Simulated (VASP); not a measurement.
**GW on BeTe: a test of the settings**

Aim: test the GW correction to the gap of BeTe. The starting structure is a measured crystal structure from the Crystallography Open Database. Cell and atoms stay as given.

Calculated with VASP 6.6.1; GW on LDA orbitals, with plane waves and PAW data sets made for GW.

The database entry behind the starting cell differs from later determinations by our own check (an axis about 1.5 % short against later determinations), so it need not match the best structure at ambient conditions.

### Step 1. Starting point

The structure is cubic, space group F-43m (No. 216). Conventional cell: a = 5.540 Å, b = 5.540 Å, c = 5.540 Å, α = 90.00°, β = 90.00°, γ = 90.00°. Nearest to Te lie 4 Be at 2.40 Å. Be has 4 Te at 2.40 Å nearest. Farther neighbours and most contacts between anions are not listed.

### Step 2. G0W0 (response cutoff 100 eV, 4×4×4 mesh)

It reads the orbitals and their derivatives (WAVECAR and WAVEDER) of a run with the empty bands, which follows a ground-state run; neither is shown.

Input file INCAR:

```
SYSTEM = BeTe
PREC = Accurate
ENCUT = 300
ISMEAR = 0
SIGMA = 0.01
LREAL = .FALSE.
GGA = CA
NBANDS = 100
ALGO = EVGW0
NELMGW = 1
ENCUTGW = 100
NOMEGA = 40
PRECFOCK = Fast
NBANDSGW = 12
LWAVE = .FALSE.
LCHARG = .FALSE.
```

Input file POSCAR:

```
BeTe
1.0
    0.0000000000      2.7700000000      2.7700000000
    2.7700000000      0.0000000000      2.7700000000
    2.7700000000      2.7700000000      0.0000000000
Te Be
1 1
Direct
    0.7500000000      0.7500000000      0.7500000000
    0.0000000000      0.0000000000      0.0000000000
```

Input file KPOINTS:

```
Automatic mesh
0
Gamma
4 4 4
0 0 0
```

Potentials, in the order of the species: Te_GW and Be_GW (LDA family, release 64).

Started as:

```sh
> mpirun -np 4 vasp_std
```

Log:

```text
[banner, memory and clock lines left out]
running    4 mpi-ranks, on    1 nodes
 distrk:  each k-point on    4 cores,    1 groups
 distr:  one band on    1 cores,    4 groups

 POSCAR found type information on POSCAR TeBe
 POSCAR found :  2 types and       2 ions
|                                                                             |
|           W    W    AA    RRRRR   N    N  II  N    N   GGGG   !!!           |
|           W    W   A  A   R    R  NN   N  II  NN   N  G    G  !!!           |
|           W    W  A    A  R    R  N N  N  II  N N  N  G       !!!           |
|           W WW W  AAAAAA  RRRRR   N  N N  II  N  N N  G  GGG   !            |
|           WW  WW  A    A  R   R   N   NN  II  N   NN  G    G                |
|           W    W  A    A  R    R  N    N  II  N    N   GGGG   !!!           |
|                                                                             |
|     The default for ENCUTGWSOFT is different in this version of VASP.       |
|     please manually set ENCUTGWSOFT =100 in the INCAR file.                 |
|                                                                             |

 LDA part: xc-table for (Slater(with rela. corr.)+CA(PZ))
 , standard interpolation
 found WAVECAR, reading the header
 POSCAR, INCAR and KPOINTS ok, starting setup
 FFT: planning ... GRIDC
 FFT: planning ... GRID_SOFT
 FFT: planning ... GRID
 reading WAVECAR
 the WAVECAR file was read successfully
 initial charge from wavefunction
 available memory per node:    170.34 GB, setting MAXMEM to    174428

 The Fermi energy was updated, please check that it is located mid-gap
 values below the HOMO (VB) or above the LUMO (CB) will cause erroneous energies
 E-fermi :   6.1662

 calculate exact exchange contribution
 the WAVEDER file was read successfully
energies w=
    0.000    0.000    0.771    0.000    1.537    0.000    2.295    0.000
    3.040    0.000    3.771    0.000    4.486    0.000    5.185    0.000
    5.869    0.000    6.539    0.000    7.197    0.000    7.846    0.000
    8.488    0.000    9.128    0.000    9.768    0.000   10.414    0.000
   11.068    0.000   11.737    0.000   12.425    0.000   13.139    0.000
   13.886    0.000   14.674    0.000   15.514    0.000   16.417    0.000
   17.400    0.000   18.481    0.000   19.684    0.000   21.041    0.000
   22.594    0.000   24.401    0.000   26.542    0.000   29.131    0.000
   32.339    0.000   36.431    0.000   41.844    0.000   49.345    0.000
   60.417    0.000   78.363    0.000  112.296    0.000  200.038    0.000
 responsefunction array rank=     116
 LDA part: xc-table for (Slater(with rela. corr.)+CA(PZ))
 , standard interpolation

 min. memory requirement per mpi rank     76.3 MB, per node    305.2 MB

 allocating  10 responsefunctions rank=   116
 shmem allocating  40 responsefunctions rank=   116
 response function shared by NCSHMEM nodes    1
 Doing           10  frequencies on each core in blocks of           40
NQ=   1    0.0000    0.0000    0.0000,
|.........|.........|.........|.........|.........|.........|.........|.........
 performed         68000 updates of chi_q(r,r)
 total number of BLAS operations          6.98 Gflops
NQ=   2    0.2500    0.0000    0.0000,
|.........|.........|.........|.........|.........|.........|.........|.........
 performed        203000 updates of chi_q(r,r)
 total number of BLAS operations         17.40 Gflops
NQ=   3    0.5000    0.0000    0.0000,
|.........|.........|.........|.........|.........|.........|.........|.........
 performed        319000 updates of chi_q(r,r)
 total number of BLAS operations         24.94 Gflops
NQ=   4    0.2500    0.2500    0.0000,
|.........|.........|.........|.........|.........|.........|.........|.........
 performed        454000 updates of chi_q(r,r)
 total number of BLAS operations         36.00 Gflops
NQ=   5    0.5000    0.2500    0.0000,
|.........|.........|.........|.........|.........|.........|.........|.........
 performed        642000 updates of chi_q(r,r)
 total number of BLAS operations         50.18 Gflops
NQ=   6   -0.2500    0.2500    0.0000,
|.........|.........|.........|.........|.........|.........|.........|.........
 performed        811000 updates of chi_q(r,r)
 total number of BLAS operations         61.88 Gflops
NQ=   7    0.5000    0.5000    0.0000,
|.........|.........|.........|.........|.........|.........|.........|.........
 performed        912000 updates of chi_q(r,r)
 total number of BLAS operations         68.78 Gflops
NQ=   8   -0.2500    0.5000    0.2500,
|.........|.........|.........|.........|.........|.........|.........|.........
 performed       1042000 updates of chi_q(r,r)
 total number of BLAS operations         79.24 Gflops
 resolving degeneracies of screened two electron integrals

 calculate QP shifts <psi_nk| G(iteration)W_0 |psi_nk>: iteration 1
 entering main loop
```

Wall time 23 s (4 MPI ranks of AMD EPYC 7R43, shared host); peak memory 0.45 GiB; 90 s of CPU time.

Lines that name or quote the potential files are left out of all logs, and their timing lines are given in words.

OUTCAR, selected parts (step 2):

```text
ion  position               nearest neighbor table
   1  0.750  0.750  0.750-   2 2.40   2 2.40   2 2.40   2 2.40
   2  0.000  0.000  0.000-   1 2.40   1 2.40   1 2.40   1 2.40

  LATTYP: Found a face centered cubic cell.
 ALAT       =     5.5400000000

 Subroutine GETGRP returns: Found 24 space group operations
 (whereof 24 operations were pure point group operations)

The static configuration has the point symmetry T_d .

 Found      8 irreducible k-points:

   k-points           NKPTS =      8   k-points in BZ     NKDIM =     64   number of bands    NBANDS=    100

   dimension x,y,z NGX =    24 NGY =   24 NGZ =   24
   dimension x,y,z NGXF=    48 NGYF=   48 NGZF=   48

   ENCUT  =  300.0 eV  22.05 Ry    4.70 a.u.   5.53  5.53  5.53*2*pi/ulx,y,z

   NELECT =       8.0000    total number of electrons

  energy-cutoff  :      300.00
  volume of cell :       42.51
      direct lattice vectors                 reciprocal lattice vectors
     0.000000000  2.770000000  2.770000000    -0.180505415  0.180505415  0.180505415
     2.770000000  0.000000000  2.770000000     0.180505415 -0.180505415  0.180505415
     2.770000000  2.770000000  0.000000000     0.180505415  0.180505415 -0.180505415

 k-points in reciprocal lattice and weights: Automatic mesh
   0.00000000  0.00000000  0.00000000       0.016
   0.25000000  0.00000000  0.00000000       0.125
   0.50000000  0.00000000  0.00000000       0.062
   0.25000000  0.25000000  0.00000000       0.094
   0.50000000  0.25000000  0.00000000       0.375
  -0.25000000  0.25000000  0.00000000       0.188
   0.50000000  0.50000000  0.00000000       0.047
  -0.25000000  0.50000000  0.25000000       0.094

 E-fermi :   6.1662

 QP shifts <psi_nk| G(iteration)W_0 |psi_nk>: iteration 1
 for sc-GW calculations column KS-energies equals QP-energies in previous step
 and V_xc(KS)=  KS-energies - (<T + V_ion + V_H > + <T+V_H+V_ion>^1  + <V_x>^1)
 k-point   1 :       0.0000    0.0000    0.0000
  band No.  KS-energies  QP-energies   sigma(KS)   V_xc(KS)     V^pw_x(r,r')   Z            occupation Imag(sigma)
      1      -7.3565      -7.9316     -11.8745     -11.0764     -17.7538       0.7205       2.0000       1.2719
      2       5.2981       4.9049     -11.9178     -11.4177     -13.0444       0.7862       2.0000       0.0785
      3       5.2981       4.9049     -11.9178     -11.4177     -13.0444       0.7862       2.0000       0.0785
      4       5.2981       4.9049     -11.9178     -11.4177     -13.0444       0.7862       2.0000       0.0785
      5       8.8417       9.3878      -9.0206      -9.7282      -4.8975       0.7718       0.0000      -0.1042
      6       8.8417       9.3878      -9.0206      -9.7282      -4.8975       0.7718       0.0000      -0.1042
      7       8.8417       9.3878      -9.0206      -9.7282      -4.8975       0.7718       0.0000      -0.1042
      8       9.3806      10.1774      -8.9482      -9.9767      -4.6069       0.7747       0.0000      -0.1144
    ...

 k-point   2 :       0.2500    0.0000    0.0000
  band No.  KS-energies  QP-energies   sigma(KS)   V_xc(KS)     V^pw_x(r,r')   Z            occupation Imag(sigma)
      1      -6.7608      -7.2536     -11.9173     -11.2383     -17.6243       0.7257       2.0000       1.1809
      2       1.7968       1.2392     -11.1904     -10.4538     -13.2938       0.7568       2.0000       0.1360
      3       4.5666       4.1443     -11.6964     -11.1554     -12.9621       0.7805       2.0000       0.0828
      4       4.5666       4.1443     -11.6964     -11.1554     -12.9621       0.7805       2.0000       0.0828
      5       8.6849       9.2421      -8.9941      -9.7132      -4.8630       0.7749       0.0000      -0.1037
      6       9.7650      10.3235      -9.1051      -9.8317      -4.7689       0.7687       0.0000      -0.1189
      7       9.7650      10.3235      -9.1051      -9.8317      -4.7689       0.7687       0.0000      -0.1189
      8      12.4807      13.1141      -9.0563      -9.9009      -3.9550       0.7500       0.0000      -0.2075
    ...

 k-point   3 :       0.5000    0.0000    0.0000
  band No.  KS-energies  QP-energies   sigma(KS)   V_xc(KS)     V^pw_x(r,r')   Z            occupation Imag(sigma)
      1      -5.8941      -6.2772     -12.1328     -11.6104     -17.5237       0.7332       2.0000       1.0288
      2      -0.5690      -1.2499     -10.8299      -9.8885     -13.9887       0.7233       2.0000       0.2629
      3       4.0800       3.6243     -11.6672     -11.0802     -13.1160       0.7763       2.0000       0.0899
      4       4.0800       3.6243     -11.6672     -11.0802     -13.1160       0.7763       2.0000       0.0899
      5       8.4846       9.0049      -9.0542      -9.7248      -4.9645       0.7760       0.0000      -0.1021
      6       9.8427      10.3499      -8.7996      -9.4560      -4.4757       0.7727       0.0000      -0.1197
      7       9.8427      10.3499      -8.7996      -9.4560      -4.4757       0.7727       0.0000      -0.1197
      8      12.9210      13.3135      -7.5948      -8.1139      -2.3566       0.7560       0.0000      -0.2293
    ...

 k-point   4 :       0.2500    0.2500    0.0000
  band No.  KS-energies  QP-energies   sigma(KS)   V_xc(KS)     V^pw_x(r,r')   Z            occupation Imag(sigma)
      1      -6.5582      -7.0261     -11.9336     -11.2924     -17.5762       0.7296       2.0000       1.1476
      2       2.3027       1.7743     -11.4824     -10.7883     -13.4286       0.7614       2.0000       0.1241
      3       3.4792       2.9961     -11.4037     -10.7781     -12.9605       0.7721       2.0000       0.0956
      4       3.4792       2.9961     -11.4037     -10.7781     -12.9605       0.7721       2.0000       0.0956
      5       7.7700       8.1931      -8.6223      -9.1638      -4.7359       0.7813       0.0000      -0.0947
      6       9.6548      10.0889      -8.3785      -8.9358      -4.0570       0.7789       0.0000      -0.1219
      7      11.8508      12.4898      -9.5052     -10.3536      -4.6181       0.7531       0.0000      -0.1765
      8      11.8508      12.4898      -9.5052     -10.3536      -4.6181       0.7531       0.0000      -0.1765
    ...

[... 4 further parts left out ...]
```

G0W0 (response cutoff 100 eV, 4×4×4 mesh): the quasiparticle gap on this mesh is 2.507 eV, +0.771 eV from the LDA gap on the same points, with 100 bands.

### Step 3. G0W0 (response cutoff 160 eV, 4×4×4 mesh)

It reads the orbitals and their derivatives (WAVECAR and WAVEDER) of a run with the empty bands, which follows a ground-state run; neither is shown.

INCAR: that of step 2 with these lines changed.

```diff
@@ -7,6 +7,6 @@
 GGA = CA
-NBANDS = 100
+NBANDS = 196
 ALGO = EVGW0
 NELMGW = 1
-ENCUTGW = 100
+ENCUTGW = 160
 NOMEGA = 40
```

POSCAR is that of step 2.

KPOINTS is that of step 2.

Started as:

```sh
> mpirun -np 4 vasp_std
```

Log:

```text
[banner, memory and clock lines left out]
running    4 mpi-ranks, on    1 nodes
[...]
|                                                                             |
|           W    W    AA    RRRRR   N    N  II  N    N   GGGG   !!!           |
|           W    W   A  A   R    R  NN   N  II  NN   N  G    G  !!!           |
|           W    W  A    A  R    R  N N  N  II  N N  N  G       !!!           |
|           W WW W  AAAAAA  RRRRR   N  N N  II  N  N N  G  GGG   !            |
|           WW  WW  A    A  R   R   N   NN  II  N   NN  G    G                |
|           W    W  A    A  R    R  N    N  II  N    N   GGGG   !!!           |
|                                                                             |
|     The default for ENCUTGWSOFT is different in this version of VASP.       |
|     please manually set ENCUTGWSOFT =160 in the INCAR file.                 |
|                                                                             |

 LDA part: xc-table for (Slater(with rela. corr.)+CA(PZ))
[...]
total number of BLAS operations        175.00 Gflops
NQ=   4    0.2500    0.2500    0.0000,
|.........|.........|.........|.........|.........|.........|.........|.........
 performed        899000 updates of chi_q(r,r)
 total number of BLAS operations        262.37 Gflops
NQ=   5    0.5000    0.2500    0.0000,
|.........|.........|.........|.........|.........|.........|.........|.........
 performed       1270000 updates of chi_q(r,r)
 total number of BLAS operations        371.83 Gflops
NQ=   6   -0.2500    0.2500    0.0000,
|.........|.........|.........|.........|.........|.........|.........|.........
 performed       1603000 updates of chi_q(r,r)
 total number of BLAS operations        474.32 Gflops
NQ=   7    0.5000    0.5000    0.0000,
|.........|.........|.........|.........|.........|.........|.........|.........
 performed       1804000 updates of chi_q(r,r)
 total number of BLAS operations        532.60 Gflops
NQ=   8   -0.2500    0.5000    0.2500,
|.........|.........|.........|.........|.........|.........|.........|.........
 performed       2062000 updates of chi_q(r,r)
 total number of BLAS operations        615.24 Gflops
 resolving degeneracies of screened two electron integrals

 calculate QP shifts <psi_nk| G(iteration)W_0 |psi_nk>: iteration 1
 entering main loop
[key lines of the parts left out:]
E-fermi :   6.1662
```

Run time: 35 s. Hardware: 4 MPI ranks; peak memory 0.64 GiB.

OUTCAR, selected parts (step 3):

```text
 QP shifts <psi_nk| G(iteration)W_0 |psi_nk>: iteration 1
 for sc-GW calculations column KS-energies equals QP-energies in previous step
 and V_xc(KS)=  KS-energies - (<T + V_ion + V_H > + <T+V_H+V_ion>^1  + <V_x>^1)
 k-point   1 :       0.0000    0.0000    0.0000
  band No.  KS-energies  QP-energies   sigma(KS)   V_xc(KS)     V^pw_x(r,r')   Z            occupation Imag(sigma)
      1      -7.3565      -8.1170     -12.1306     -11.0764     -17.7538       0.7213       2.0000       1.2230
      2       5.2981       4.7079     -12.1689     -11.4177     -13.0444       0.7857       2.0000       0.0638
      3       5.2981       4.7079     -12.1689     -11.4177     -13.0444       0.7857       2.0000       0.0638
      4       5.2981       4.7079     -12.1689     -11.4177     -13.0444       0.7857       2.0000       0.0638
      5       8.8417       9.2915      -9.1450      -9.7282      -4.8975       0.7712       0.0000      -0.1033
      6       8.8417       9.2915      -9.1450      -9.7282      -4.8975       0.7712       0.0000      -0.1033
      7       8.8417       9.2915      -9.1450      -9.7282      -4.8975       0.7712       0.0000      -0.1033
      8       9.3806      10.0146      -9.1579      -9.9767      -4.6069       0.7744       0.0000      -0.1180
    ...

[... 1 part as in an earlier step ...]

[... 2 further parts left out ...]
[key lines of the parts left out:]
E-fermi :   6.1662
```

G0W0 (response cutoff 160 eV, 4×4×4 mesh): the quasiparticle gap on this mesh is 2.629 eV, +0.892 eV from the LDA gap on the same points, with 196 bands.

### Step 4. G0W0 (response cutoff 240 eV, 4×4×4 mesh)

It reads the orbitals and their derivatives (WAVECAR and WAVEDER) of a run with the empty bands, which follows a ground-state run; neither is shown.

INCAR: that of step 3 with these lines changed.

```diff
@@ -7,6 +7,6 @@
 GGA = CA
-NBANDS = 196
+NBANDS = 360
 ALGO = EVGW0
 NELMGW = 1
-ENCUTGW = 160
+ENCUTGW = 240
 NOMEGA = 40
```

POSCAR is that of step 3.

KPOINTS is that of step 3.

Started as:

```sh
> mpirun -np 4 vasp_std
```

Log:

```text
[banner, memory and clock lines left out]
running    4 mpi-ranks, on    1 nodes
[...]
|                                                                             |
|           W    W    AA    RRRRR   N    N  II  N    N   GGGG   !!!           |
|           W    W   A  A   R    R  NN   N  II  NN   N  G    G  !!!           |
|           W    W  A    A  R    R  N N  N  II  N N  N  G       !!!           |
|           W WW W  AAAAAA  RRRRR   N  N N  II  N  N N  G  GGG   !            |
|           WW  WW  A    A  R   R   N   NN  II  N   NN  G    G                |
|           W    W  A    A  R    R  N    N  II  N    N   GGGG   !!!           |
|                                                                             |
|     The default for ENCUTGWSOFT is different in this version of VASP.       |
|     please manually set ENCUTGWSOFT =240 in the INCAR file.                 |
|                                                                             |

 LDA part: xc-table for (Slater(with rela. corr.)+CA(PZ))
[...]
total number of BLAS operations       1190.85 Gflops
NQ=   4    0.2500    0.2500    0.0000,
|.........|.........|.........|.........|.........|.........|.........|.........
 performed       1661000 updates of chi_q(r,r)
 total number of BLAS operations       1677.06 Gflops
NQ=   5    0.5000    0.2500    0.0000,
|.........|.........|.........|.........|.........|.........|.........|.........
 performed       2344000 updates of chi_q(r,r)
 total number of BLAS operations       2393.50 Gflops
NQ=   6   -0.2500    0.2500    0.0000,
|.........|.........|.........|.........|.........|.........|.........|.........
 performed       2958000 updates of chi_q(r,r)
 total number of BLAS operations       3041.03 Gflops
NQ=   7    0.5000    0.5000    0.0000,
|.........|.........|.........|.........|.........|.........|.........|.........
 performed       3330000 updates of chi_q(r,r)
 total number of BLAS operations       3389.45 Gflops
NQ=   8   -0.2500    0.5000    0.2500,
|.........|.........|.........|.........|.........|.........|.........|.........
 performed       3806000 updates of chi_q(r,r)
 total number of BLAS operations       3883.00 Gflops
 resolving degeneracies of screened two electron integrals

 calculate QP shifts <psi_nk| G(iteration)W_0 |psi_nk>: iteration 1
 entering main loop
[key lines of the parts left out:]
E-fermi :   6.1662
```

The job ended after 93 s (4 MPI ranks; peak memory 1.1 GiB; 6.1 min of CPU time).

From OUTCAR (step 4):

```text
 QP shifts <psi_nk| G(iteration)W_0 |psi_nk>: iteration 1
 for sc-GW calculations column KS-energies equals QP-energies in previous step
 and V_xc(KS)=  KS-energies - (<T + V_ion + V_H > + <T+V_H+V_ion>^1  + <V_x>^1)
 k-point   1 :       0.0000    0.0000    0.0000
  band No.  KS-energies  QP-energies   sigma(KS)   V_xc(KS)     V^pw_x(r,r')   Z            occupation Imag(sigma)
      1      -7.3565      -8.2356     -12.3012     -11.0764     -17.7538       0.7177       2.0000       1.1298
      2       5.2981       4.6016     -12.3058     -11.4177     -13.0444       0.7843       2.0000      -0.0185
      3       5.2981       4.6016     -12.3058     -11.4177     -13.0444       0.7843       2.0000      -0.0185
      4       5.2981       4.6016     -12.3058     -11.4177     -13.0444       0.7843       2.0000      -0.0185
      5       8.8417       9.2415      -9.2097      -9.7282      -4.8975       0.7711       0.0000      -0.1419
      6       8.8417       9.2415      -9.2097      -9.7282      -4.8975       0.7711       0.0000      -0.1419
      7       8.8417       9.2415      -9.2097      -9.7282      -4.8975       0.7711       0.0000      -0.1419
      8       9.3806       9.9099      -9.2930      -9.9767      -4.6069       0.7742       0.0000      -0.1669
    ...

[... 1 part as in an earlier step ...]

[... 2 further parts left out ...]
[key lines of the parts left out:]
E-fermi :   6.1662
```

G0W0 (response cutoff 240 eV, 4×4×4 mesh): the quasiparticle gap on this mesh is 2.690 eV, +0.954 eV from the LDA gap on the same points, with 360 bands.

(Continued in part 2 of 2.)

[Lines on the potential files, build, host, timing and source positions are cut from VASP's logs without a mark.]

[Logs are printed without paths, hosts, clocks, repeated set-up lines and the standing remarks that a program may print on its own settings, such as how far it seeks lower states.]

[Hosts, paths, dates, database ids (printed as entryN), source tags and the programs' standing remarks are cut or masked in the printed files.]
